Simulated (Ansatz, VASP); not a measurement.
# Cross-check of AgI between VASP and Ansatz, part 2 of 2

Aim: how closely do two programs agree when they are given the same cell, functional and k mesh?

VASP 6.6.1 and Ansatz 0.2.0.

So far. Step 3 (Ansatz: single point, PBE): The run ends at a pressure of 2.23 GPa.

The database entry behind the starting cell differs from later determinations by our own check (about 0.3 % short), so it need not match the best structure at ambient conditions.

### Step 8. VASP: single point, LDA

Level of this step: LDA; plane waves and PAW (I, Ag) (VASP).

A single point gives forces, pressure and levels at one fixed geometry, so differences don't come from the geometry; what else differs is listed under the comparison.

Input file INCAR:

```
SYSTEM = AgI
PREC = Accurate
ENCUT = 400
EDIFF = 1E-07
NELM = 100
ISMEAR = 0
SIGMA = 0.05
LREAL = .FALSE.
ALGO = Normal
GGA = CA
NBANDS = 40
LASPH = .TRUE.
LWAVE = .FALSE.
LCHARG = .FALSE.
KPAR = 4
LOPTICS = .TRUE.
NEDOS = 2000
CSHIFT = 0.1
```

Input file POSCAR:

```
AgI
1.0
    0.0000000000      3.2365000000      3.2365000000
    3.2365000000      0.0000000000      3.2365000000
    3.2365000000      3.2365000000      0.0000000000
I Ag
1 1
Direct
    0.7500000000      0.7500000000      0.7500000000
    0.0000000000      0.0000000000      0.0000000000
```

Input file KPOINTS:

```
Automatic mesh
0
Gamma
9 9 9
0 0 0
```

PAW data sets: I and Ag (PBE family, release 64).

The run is started by

```
> mpirun -np 4 vasp_std
```

Numbers of over 12 decimals in the logs are rounded to 6 here.

What it wrote:

```text
[banner, memory and clock lines left out]
running    4 mpi-ranks, on    1 nodes
[...]
|                                                                             |
|               ----> ADVICE to this user running VASP <----                  |
|                                                                             |
|     You enforced a specific xc type in the INCAR file but a different       |
|     [... a line on the potential file left out ...]
|     I HOPE YOU KNOW WHAT YOU ARE DOING!                                     |
|                                                                             |

 LDA part: xc-table for (Slater(with rela. corr.)+CA(PZ))
 , standard interpolation
 POSCAR, INCAR and KPOINTS ok, starting setup
[...]
entering main loop
       N       E                     dE             d eps       ncg     rms          rms(c)
DAV:   1     0.101210530673E+03    0.10121E+03   -0.54437E+03  2824   0.306E+02
DAV:   2    -0.166883276625E+01   -0.10288E+03   -0.88600E+02  3408   0.101E+02
DAV:   3    -0.628127628545E+01   -0.46124E+01   -0.45649E+01  3496   0.224E+01
DAV:   4    -0.632145762379E+01   -0.40181E-01   -0.40170E-01  3328   0.208E+00
[...]
DAV:  10    -0.614212463297E+01   -0.98794E-05   -0.55874E-06  3376   0.121E-02    0.134E-02
DAV:  11    -0.614212439516E+01    0.23780E-06   -0.12170E-06  3344   0.533E-03    0.587E-03
DAV:  12    -0.614212442391E+01   -0.28749E-07   -0.22742E-08  2808   0.530E-04
   1 F= -.61421244E+01 E0= -.61421244E+01  d E =-.143971E-10
 optical routines
 imaginary and real dielectric function
 recalculating local potential from charge density
 direction            1
 direction            2
 direction            3
```

Parts of OUTCAR (step 8):

```text
  Total       -0.8719615     -0.8719615     -0.8719615      0.0000000     -0.0000000      0.0000000
  in kB      -20.6039768    -20.6039768    -20.6039768      0.0000000     -0.0000000      0.0000000
  external PRESSURE =     -20.6039768 kB  Pullay stress =       0.0000000 kB

 POSITION                                       TOTAL-FORCE (eV/Angst)
 -----------------------------------------------------------------------------------
      4.85475      4.85475      4.85475         0.000000      0.000000      0.000000
      0.00000      0.00000      0.00000        -0.000000     -0.000000     -0.000000
 -----------------------------------------------------------------------------------
    total drift:                                0.000000      0.000000      0.000000

  FREE ENERGIE OF THE ION-ELECTRON SYSTEM (eV)
  ---------------------------------------------------
  free  energy   TOTEN  =        -6.1421244239 eV

  energy  without entropy=       -6.1421244239  energy(sigma->0) =       -6.14212442

[... 2 parts as in an earlier step ...]

[... 1 further part left out ...]
[key lines of the parts left out:]
E-fermi :   3.1513
```

### Step 9. Ansatz: single point, LDA

The same cell, functional (in two slightly different forms), mesh and smearing now go to Ansatz, which takes its cutoff from its data sets.

Input file input.yaml:

```yaml
crystal:
  lattice:
    - [0.0, 3.2365, 3.2365]
    - [3.2365, 0.0, 3.2365]
    - [3.2365, 3.2365, 0.0]
  atoms:
    - { symbol: I, position: [0.75, 0.75, 0.75] }
    - { symbol: Ag, position: [0.0, 0.0, 0.0] }
hamiltonian:
  xc: lda
  pseudopotentials: { kind: paw }
kpoints:
  mp_grid: { grid: [9, 9, 9] }
scf:
  occupations: { method: gaussian, width: 0.05 }
  n_extra_bands: 4
output:
  forces: true
  stress: true
  eigenvalues: true
```

The run is started by

```
> ansatz run input.yaml --threads 2 --pin off --max-ram 4608MiB --backend cpu --events-out ev --progress --plain --runs-dir out
```

What it wrote:

```text
[...]
Crystal: 2 atoms, lattice volume = 67.804 Å³
Basis set: ecut = 420 eV, 1363 PW (Γ)
Bands: 22, of which v1, the nominal top of the filled ones, is band 18 counted from 1 (17 counted from 0)
Symmetry: 24 space group operations
[...]
k-points: 35 of 729 (time reversal used)
[...]
--- Band table (eV; the first three rows and the last of 35) ---
  k-point 0: bands = [... 14 lower, 3.4837, 6.6305, 6.6305, 6.6305, 7.6852, 12.2710, 12.2710, 12.2710]
  k-point 1: bands = [... 14 lower, 3.4803, 6.0024, 6.5388, 6.5388, 8.2594, 12.0543, 12.4141, 12.4141]
  k-point 2: bands = [... 14 lower, 3.4783, 5.0721, 6.3151, 6.3151, 8.9151, 12.0518, 12.6866, 12.6866]
  k-point 34: bands = [... 14 lower, 3.6285, 3.8474, 4.4754, 5.0222, 11.1789, 11.5988, 12.7249, 13.9778]
[key lines of the parts left out:]
SCF converged after 6 iterations
Free energy (F): -14814.282609 eV
Fermi energy:    7.159122 eV
P = ⅓ Tr σ = -2.0732 GPa (-20.732 kbar)
```

Wall time 2.2 s (2 threads of Intel Xeon at 2.80GHz (Skylake/Cascade Lake), shared host); peak memory 0.43 GiB; 4.2 s of CPU time.

The run ends at a pressure of -2.07 GPa.

### Step 10. Comparison

What differs besides the data sets and the points named for the pairs above, as far as they apply: the two LDA forms differ slightly; Ansatz makes its cores anew for this functional, VASP keeps those of its PBE data sets; VASP's log shows a relativistic correction to its local exchange, Ansatz's none. Total energies have different zeros and are not compared.

Compared:

```tsv
quantity	Ansatz	VASP	difference
pressure (GPa)	-2.07	-2.06	-0.01
gap on the k mesh (eV)	1.055	1.078	-0.023
```

A gap on the mesh is an upper bound, since the band edges may lie between its points. Ansatz's pressure holds a Pulay correction of 0.03 GPa; VASP's holds none.

### Step 11. Summary of results

| Item | Value |
| --- | --- |
| difference in gap on the k mesh (single point, PBE) | -0.0023 eV |
| difference in ε∞ xx (dielectric response, PBE) | -0.17 % |
| difference in gap on the k mesh (single point, LDA) | -0.023 eV |

The difference in gap on the k mesh is -0.023 eV (single point, LDA), within the 0.08 eV picked in this series as the mark of a large difference. 1 further run of this series is not shown here. How closely two codes agree says nothing of how well the functional describes the real material.

[Lines on the potential files, build, host, timing and source positions are cut from VASP's logs without a mark.]

[Logs are printed without paths, hosts, clocks, repeated set-up lines and the standing remarks that a program may print on its own settings, such as how far it seeks lower states.]

[Hosts, paths, dates, database ids (printed as entryN), source tags and the programs' standing remarks are cut or masked in the printed files.]
